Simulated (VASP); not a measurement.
# GaN (Fm-3m) in VASP: notebook

One crystal, GaN, is run at these levels: PBE; tasks: G0W0 quasiparticle levels.

Everything below comes from runs of VASP 6.6.1. Logs are shortened: lines on timing, memory, paths and dates and some standing lists are left out, and cuts for length are marked.

### 1 Starting point

It takes space group Fm-3m (No. 225, cubic). Conventional cell: a = 4.270 Å, b = 4.270 Å, c = 4.270 Å, α = 90.00°, β = 90.00°, γ = 90.00°. Around Ga (site symmetry m-3m) lie 6 N at 2.14 Å. N (site symmetry m-3m) is surrounded by 6 Ga at 2.14 Å.

Measurements of this composition are mostly on another form, of space group No. 186.

### 2 G0W0 quasiparticle levels, PBE

POSCAR reads:

```
GaN
1.0
    0.0000000000      2.1352350000      2.1352350000
    2.1352350000      0.0000000000      2.1352350000
    2.1352350000      2.1352350000      0.0000000000
Ga N
1 1
Direct
    0.0000000000      0.0000000000      0.0000000000
    0.5000000000      0.5000000000      0.5000000000
```

INCAR.step1 reads:

```
PREC = Accurate
ENCUT = 500
EDIFF = 1E-8
ISMEAR = 0
SIGMA = 0.01
LREAL = F
LASPH = T
NELM = 100
ALGO = Normal
LWAVE = T
LCHARG = F
GGA = PE
```

INCAR.step2 reads:

```
PREC = Accurate
ENCUT = 500
EDIFF = 1E-8
ISMEAR = 0
SIGMA = 0.01
LREAL = F
LASPH = T
NELM = 1
ALGO = Exact
LWAVE = T
LCHARG = F
GGA = PE
NBANDS = 129
LOPTICS = T
ISTART = 1
```

INCAR.step3 reads:

```
PREC = Accurate
ENCUT = 500
EDIFF = 1E-8
ISMEAR = 0
SIGMA = 0.01
LREAL = F
LASPH = T
ALGO = EVGW0
LWAVE = F
LCHARG = F
GGA = PE
NELMGW = 1
NBANDS = 129
ENCUTGW = 150
NOMEGA = 64
PRECFOCK = Fast
ISTART = 1
NBANDSGW = 17
```

KPOINTS reads:

```
regular mesh
0
Gamma
  5 5 5
```

Potentials or basis: VASP PAW PBE potentials, release 64 (Ga_d_GW, N_GW).

Launch:

```bash
cat potpaw_PBE.64/Ga_d_GW/POTCAR potpaw_PBE.64/N_GW/POTCAR > POTCAR
cp INCAR.step1 INCAR
mpirun -np 1 vasp_std > vasp.out
cp INCAR.step2 INCAR
mpirun -np 1 vasp_std > vasp.out
cp INCAR.step3 INCAR
mpirun -np 1 vasp_std > vasp.out
```

OUTCAR:

```text
PREC = Accurate
   ENCUT = 500
   EDIFF = 1E-8
   ISMEAR = 0
   LREAL = F
   LASPH = T
   GGA = PE
   NELMGW = 1
   ENCUTGW = 150
   PRECFOCK = Fast
   ISTART = 1

 ion  position               nearest neighbor table
   1  0.000  0.000  0.000-   2 2.14   2 2.14   2 2.14   2 2.14   2 2.14   2 2.14
   2  0.500  0.500  0.500-   1 2.14   1 2.14   1 2.14   1 2.14   1 2.14   1 2.14

  LATTYP: Found a face centered cubic cell.
 ALAT       =     4.2704700000

  Lattice vectors:

 A1 = (   0.0000000000,   2.1352350000,   2.1352350000)
 A2 = (   2.1352350000,   0.0000000000,   2.1352350000)
 A3 = (   2.1352350000,   2.1352350000,   0.0000000000)

Analysis of symmetry for initial positions (statically):
=====================================================================
 Subroutine PRICEL returns:
 Original cell was already a primitive cell.

 Routine SETGRP: Setting up the symmetry group for a
 face centered cubic supercell.

 Subroutine GETGRP returns: Found 48 space group operations
 (whereof 48 operations were pure point group operations)
 out of a pool of 48 trial point group operations.

The static configuration has the point symmetry O_h .

Analysis of symmetry for dynamics (positions and initial velocities):
=====================================================================
 Subroutine PRICEL returns:
 Original cell was already a primitive cell.

 Routine SETGRP: Setting up the symmetry group for a
 face centered cubic supercell.

 Subroutine GETGRP returns: Found 48 space group operations
 (whereof 48 operations were pure point group operations)
 out of a pool of 48 trial point group operations.

The dynamic configuration has the point symmetry O_h .

 Subroutine INISYM returns: Found 48 space group operations
 (whereof 48 operations are pure point group operations),
 and found     1 'primitive' translations

----------------------------------------------------------------------------------------

                                     Primitive cell

  volume of cell :      19.4700

  direct lattice vectors                    reciprocal lattice vectors
     0.000000000  2.135235000  2.135235000    -0.234166263  0.234166263  0.234166263
     2.135235000  0.000000000  2.135235000     0.234166263 -0.234166263  0.234166263
     2.135235000  2.135235000  0.000000000     0.234166263  0.234166263 -0.234166263

  length of vectors
     3.019678296  3.019678296  3.019678296     0.405587864  0.405587864  0.405587864

  position of ions in fractional coordinates (direct lattice)
     0.000000000  0.000000000  0.000000000
     0.500000000  0.500000000  0.500000000

  ion indices of the primitive-cell ions
   primitive index   ion index
                 1           1
                 2           2

----------------------------------------------------------------------------------------

 KPOINTS: regular mesh

Automatic generation of k-mesh.
 Grid dimensions read from file:
 generate k-points for:    5    5    5

 Generating k-lattice:

  Cartesian coordinates                     Fractional coordinates (reciprocal lattice)
    -0.046833253  0.046833253  0.046833253     0.200000000  0.000000000  0.000000000
     0.046833253 -0.046833253  0.046833253     0.000000000  0.200000000  0.000000000
     0.046833253  0.046833253 -0.046833253     0.000000000  0.000000000  0.200000000

  Length of vectors
     0.081117573  0.081117573  0.081117573

  Shift w.r.t. Gamma in fractional coordinates (k-lattice)
     0.000000000  0.000000000  0.000000000

 Subroutine IBZKPT returns following result:
 ===========================================

 Found     10 irreducible k-points:

 Following reciprocal coordinates:
            Coordinates               Weight
  0.000000  0.000000  0.000000      1.000000
  0.200000  0.000000  0.000000      8.000000
  0.400000  0.000000  0.000000      8.000000
  0.200000  0.200000  0.000000      6.000000
  0.400000  0.200000  0.000000     24.000000
 -0.400000  0.200000  0.000000     24.000000
 -0.200000  0.200000  0.000000     12.000000
  0.400000  0.400000  0.000000      6.000000
 -0.400000  0.400000  0.000000     12.000000
 -0.400000  0.400000  0.200000     24.000000
   k-points           NKPTS =     10   k-points in BZ     NKDIM =    125   number of bands    NBANDS=    129
   number of dos      NEDOS =    301   number of ions     NIONS =      2
   total plane-waves  NPLWV =  13824
   dimension x,y,z NGX =    24 NGY =   24 NGZ =   24
   dimension x,y,z NGXF=    48 NGYF=   48 NGZF=   48
   ions per type =               1   1
   NGX,Y,Z   is equivalent  to a cutoff of  13.21, 13.21, 13.21 a.u.
   NGXF,Y,Z  is equivalent  to a cutoff of  26.43, 26.43, 26.43 a.u.
 SYSTEM =  unknown system
   PREC   = accura    normal or accurate (medium, high low for compatibility)
   ISTART =      1    job   : 0-new  1-cont  2-samecut
   ICHARG =      0    charge: 1-file 2-atom 10-const
   ISPIN  =      1    spin polarized calculation?
   LNONCOLLINEAR =      F non collinear calculations
   LSORBIT =      F    spin-orbit coupling
   LASPH  =      T    aspherical Exc in radial PAW
   ENCUT  =  500.0 eV  36.75 Ry    6.06 a.u.   5.51  5.51  5.51*2*pi/ulx,y,z
   NELM   =     60;   NELMIN=  2; NELMDL=  0     # of ELM steps
   EDIFF  = 0.1E-07   stopping-criterion for ELM
   LREAL  =      F    real-space projection
   EDIFFG = 0.1E-06   stopping-criterion for IOM
   NSW    =      0    number of steps for IOM
   IBRION =     -1    ionic relax: 0-MD 1-quasi-New 2-CG
   NFREE  =      0    steps in history (QN), initial steepest desc. (CG)
   ISIF   =      0    stress and relaxation
   ISYM   =      3    0-nonsym 1-usesym 2-fastsym
   POTIM  = 0.5000    time-step for ionic-motion
   TEBEG  =    0.0;   TEEND  =   0.0 temperature during run
   PSTRESS=    0.0 pullay stress
   NELECT =      18.0000    total number of electrons
   NUPDOWN=      -1.0000    fix difference up-down
   EMIN   =  10.00;   EMAX   =-10.00  energy-range for DOS
   EFERMI =   0.00;   METHOD = LEGACY
   ISMEAR =     0;   SIGMA  =   0.01  broadening in eV -4-tet -1-fermi 0-gaus
   EFERMI_NEDOS =   21; number of points for ismear=-14 and -15
   IALGO  =     38    algorithm
   IMIX   =      4    mixing-type and parameters
     AMIX     =   0.40;   BMIX     =  1.00
     AMIX_MAG =   1.60;   BMIX_MAG =  1.00
  volume/ion in A,a.u.               =       9.74        65.70
  Fermi-wavevector in a.u.,A,eV,Ry     =   1.594814  3.013761 34.605481  2.543431
  Thomas-Fermi vector in A             =   2.692830
   LORBIT       =      0    0 simple, 1 ext, 2 COOP (PROOUT), +10 PAW based schemes
   GGA     = PE    functional components
   LHFCALC =     T    Hartree Fock is set to
   PRECFOCK=fast      Normal, Fast or Accurate (Low or Medium for compatibility)
   ENCUT4O =  -1.0   cutoff for four orbital integrals eV
   NKREDX  =     1    reduce k-point grid by
   NKREDY  =     1    reduce k-point grid by
   NKREDZ  =     1    reduce k-point grid by
   AEXX    =    1.0000 exact exchange contribution
   HFSCREEN=    0.0000 screening length (either q_TF or 0.3 A-1)
   HFSCREENC=   0.0000 screening length for correlation (either q_TF or 0.3 A-1)
   ENCUTFOCK=  -1.0 apply spherical cutoff to Coloumb kernel
   IVDW    =     0    specifies the selected vdW correction
   LEPSILON=     F    determine dielectric tensor
   LRPA    =     F    only Hartree local field effects (RPA)
   LRPAFORCE           =     F    calculate RPA forces
   ENCUTGW             = 150.0    cutoff for response function in eV
   ENCUTGWSOFT         = 120.0    soft cutoff for Coulomb kernel in GW response function in eV
   ENCUTLF             =  -1.0    cutoff for local field effects
   NELMGW              =     1    number of iterations in solving QP/BSE equation
   NELMHF              =     1    number of iterations in the inner HF iteration
   NKREDLFX            =     1    NKREDLFY  =   1   NKREDLFZ  =   1
 non-spin polarized calculation
 Gauss-broadening in eV      SIGMA  =   0.01
  energy-cutoff  :      500.00
  volume of cell :       19.47
 maximum number of plane-waves:       531
 NGX is ok and might be reduce to    24
  NGX = 14; NGY = 14; NGZ = 14
   NGX = 11   NGY = 11   NGZ = 11
 maximum number of plane-waves:        84
 NGX is ok and might be reduce to    14

 QP shifts <psi_nk| G(iteration)W_0 |psi_nk>: iteration 1
 for sc-GW calculations column KS-energies equals QP-energies in previous step
 and V_xc(KS)=  KS-energies - (<T + V_ion + V_H > + <T+V_H+V_ion>^1  + <V_x>^1)

 k-point   1 :       0.0000    0.0000    0.0000
  band No.  KS-energies  QP-energies   sigma(KS)   V_xc(KS)     V^pw_x(r,r')   Z            occupation Imag(sigma)

      1      -9.6706     -10.4848     -15.6857     -14.4793     -24.2627       0.6749       2.0000       1.3517
      2      -6.7799      -9.5615     -25.4966     -21.6614     -35.0181       0.7253       2.0000       0.1740
      3      -6.7799      -9.5615     -25.4966     -21.6614     -35.0181       0.7253       2.0000       0.1740
      4      -6.7799      -9.5615     -25.4966     -21.6614     -35.0181       0.7253       2.0000       0.1740
      5      -6.6918      -9.5179     -25.7462     -21.8490     -35.4597       0.7251       2.0000       0.2149
      6      -6.6918      -9.5179     -25.7462     -21.8490     -35.4597       0.7251       2.0000       0.2149
[... 9 lines left out ...]
     16      22.6806      23.1715     -11.9697     -12.6192      -4.4839       0.7559       0.0000      -0.5303
     17      23.2779      23.3238      -9.0401      -9.0984      -2.4771       0.7856       0.0000      -0.3126

 k-point   2 :       0.2000    0.0000    0.0000
  band No.  KS-energies  QP-energies   sigma(KS)   V_xc(KS)     V^pw_x(r,r')   Z            occupation Imag(sigma)

      1      -8.9374      -9.7521     -15.9291     -14.7305     -24.3443       0.6798       2.0000       1.2562
      2      -6.8013      -9.5643     -25.3904     -21.5781     -34.8952       0.7247       2.0000       0.1827
      3      -6.7895      -9.5738     -25.5260     -21.6807     -35.1451       0.7241       2.0000       0.2037
      4      -6.7895      -9.5738     -25.5260     -21.6807     -35.1451       0.7241       2.0000       0.2037
      5      -6.6885      -9.4972     -25.6764     -21.8078     -35.2993       0.7260       2.0000       0.1940
      6      -6.6885      -9.4972     -25.6764     -21.8078     -35.2993       0.7260       2.0000       0.1940
[... 9 lines left out ...]
     16      23.9568      24.3086     -11.7113     -12.1575      -5.4750       0.7885       0.0000      -0.3765
     17      29.8638      30.1218     -10.4219     -10.7437      -3.3136       0.8020       0.0000      -0.8169

 k-point   3 :       0.4000    0.0000    0.0000
  band No.  KS-energies  QP-energies   sigma(KS)   V_xc(KS)     V^pw_x(r,r')   Z            occupation Imag(sigma)
[... 127 lines left out ...]
      1      -8.1423     -10.0654     -22.0126     -19.2214     -31.4249       0.6890       2.0000       0.5759
      2      -6.8928      -9.6343     -25.2266     -21.4320     -34.7015       0.7225       2.0000       0.1839
      3      -6.6740      -9.4897     -25.7238     -21.8441     -35.4514       0.7257       2.0000       0.2263
      4      -6.6048      -9.3952     -25.6552     -21.8130     -35.2003       0.7262       2.0000       0.1803
      5      -6.5440      -9.3613     -25.8132     -21.9477     -35.3853       0.7288       2.0000       0.1725
      6      -3.9935      -5.5700     -21.8078     -19.6578     -30.1367       0.7332       2.0000       0.5834
[... 9 lines left out ...]
     16      32.8515      33.3973     -11.3919     -12.0723      -3.7665       0.8021       0.0000      -1.2372
     17      34.5377      35.3419     -13.3468     -14.3229      -5.3224       0.8239       0.0000      -1.7277

 k-point  10 :      -0.4000    0.4000    0.2000
  band No.  KS-energies  QP-energies   sigma(KS)   V_xc(KS)     V^pw_x(r,r')   Z            occupation Imag(sigma)

      1      -7.9778      -9.8933     -21.9703     -19.1984     -31.3237       0.6911       2.0000       0.5785
      2      -6.8235      -9.5783     -25.3224     -21.5181     -34.8133       0.7241       2.0000       0.1838
      3      -6.7797      -9.5490     -25.4570     -21.6331     -35.0896       0.7242       2.0000       0.2223
      4      -6.6880      -9.4686     -25.5440     -21.7123     -35.1318       0.7257       2.0000       0.2022
      5      -6.5531      -9.3658     -25.7951     -21.9315     -35.3643       0.7280       2.0000       0.1732
      6      -4.5869      -6.1860     -21.3442     -19.1505     -29.6853       0.7290       2.0000       0.6111
[... 9 lines left out ...]
     16      33.8121      34.3320     -10.9917     -11.6305      -3.5889       0.8139       0.0000      -1.1614
     17      34.4218      35.2701     -13.1413     -14.1651      -5.5937       0.8286       0.0000      -1.4730
```

Run time: 2.4 min. Hardware: 1 thread of Intel Xeon Platinum 8488C (Sapphire Rapids), shared host; peak memory 0.33 GiB.

What came out:

```
Band gap on the k mesh, mean-field level : 1.13 eV, indirect (least direct gap 2.35 eV)
Quasiparticle gap                        : 1.95 eV
Least direct quasiparticle gap           : 3.27 eV
```

Caveat: the k mesh is coarse (spacing up to 0.51 Å⁻¹), so the values aren't converged; bands, screening cutoff and mesh are small and nothing is extrapolated, so the quasiparticle values aren't converged; an odd mesh through Γ misses points on the zone boundary, where band edges often lie.

[end of part 1 of 3]
